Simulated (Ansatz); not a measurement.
# CsI: how the settings move a relaxation

Question: which choices in the input matter for CsI?

Method: reference: DFT, LDA, PAW with Ansatz's default frozen-core files, scalar-relativistic; relaxation of cell and atoms, in Ansatz 0.2.0.

## (1) The starting structure

It takes space group Pm-3m (No. 221, cubic). The conventional cell has a = 4.567 Å, b = 4.567 Å, c = 4.567 Å, α = 90.00°, β = 90.00°, γ = 90.00°. Cs (site symmetry m-3m) has 8 I at 3.95 Å in its first shell of neighbours. I (site symmetry m-3m) has 8 Cs at 3.95 Å in its first shell of neighbours.

As a file:

```xyz
2
Lattice="4.5667 0.0000 0.0000 0.0000 4.5667 0.0000 0.0000 0.0000 4.5667" Properties=species:S:1:pos:R:3 pbc="T T T"
Cs    0.0000    0.0000    0.0000
I     2.2833    2.2833    2.2833
```

## (2) The reference run

File input.yaml:

```yaml
crystal:
  lattice:
    - [4.5667, 0.0, 0.0]
    - [0.0, 4.5667, 0.0]
    - [0.0, 0.0, 4.5667]
  atoms:
    - { symbol: Cs, position: [0.0, 0.0, 0.0] }
    - { symbol: I, position: [0.5, 0.5, 0.5] }
kpoints:
  mp_grid: { grid: [10, 10, 10] }
scf:
  occupations: { method: fermi_dirac, width: 0.08 }
hamiltonian:
  xc: lda
  pseudopotentials: { kind: paw }
relax:
  f_tol: 0.002
  max_steps: 80
  cell: {}
output:
  forces: true
  stress: true
  write_density: true
  write_potential: true
  elf: true
  volumetric_format: npy
```

Started as:

```
ansatz run input.yaml --threads 1 --pin off --max-ram 2560MiB --backend cpu --events-out ev --progress --plain --runs-dir out
```

## (3) Variant: mp_grid.grid [6, 6, 6], occupations.method fixed, mixing.algorithm msr1, mixing.beta 0.05, mixing.ndim 2

Edit input.yaml of step 2 so:

```diff
@@ -9,5 +9,6 @@
 kpoints:
-  mp_grid: { grid: [10, 10, 10] }
+  mp_grid: { grid: [6, 6, 6] }
 scf:
-  occupations: { method: fermi_dirac, width: 0.08 }
+  occupations: { method: fixed }
+  mixing: { algorithm: msr1, beta: 0.05, ndim: 2 }
 hamiltonian:
```

Before running it: what results should come out? Wanted: for each run, ending; energy change; pressure; gap; force.

**Answer**, as computed:

| run | ending | energy change | pressure (GPa) | gap (eV) | force (eV/Å) | cycles | time |
| --- | --- | --- | --- | --- | --- | --- | --- |
| reference | converged | 0 | 0.0 | 3.80 | 0.00 | 31 | 29 s |
| 1: mp_grid.grid [6, 6, 6], occupations.method fixed, mixing.algorithm msr1, mixing.beta 0.05, mixing.ndim 2 | converged | +0.1 meV/atom (σ→0) | 0.0 | 3.80 | 0.00 | 39 | 12 s |

Changing the k-point mesh, smearing and mixing hardly moves the energy: +0.1 meV/atom. Cost: 39 SCF cycles against 31, 12 s against 29 s. The gap of the reference lacks spin-orbit coupling, though the cell holds I and Cs.

These are semilocal Kohn-Sham gaps, which aren't the measured quantity. Such gaps usually fall short of the measured ones; spin-orbit coupling, left out here, narrows gaps with I, so the two errors partly cancel.
